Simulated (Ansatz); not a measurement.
Consider the following.

AlSb (zinc blende), conventional cell a = 6.177 Å, b = 6.177 Å, c = 6.177 Å, α = 90.00°, β = 90.00°, γ = 90.00°. The calculation uses the primitive cell of 2 atoms, to which meshes and values per cell refer.

This relaxed cell (volume V₀) is scaled evenly in all directions, its shape held. Symmetry pins the atoms to their sites.

Computed with r2SCAN (plane waves to 500 eV, PAW, scalar-relativistic; Ansatz, a quantum-chemistry and plane-wave program). k mesh 14×14×14 (Γ-centred), Fermi-Dirac smearing 0.05 eV. Energies are smeared free energies. Compression counts positive. AlSb was relaxed with its symmetry unable to fall. Spin-orbit coupling is left out, though Sb is heavy. ΔE is measured from the relaxed starting cell.

The scan covers V/V₀ from 0.840 to 1.160 in 11 points.

Q: What is the fitted pressure derivative B₀′?

A: 4.3.

Q: What bulk modulus B₀ follows from a third-order Birch-Murnaghan fit?

A: 55.4 GPa.

(A scan under strain: stresses follow from slopes of the energy per volume, elastic moduli from its curvatures.)
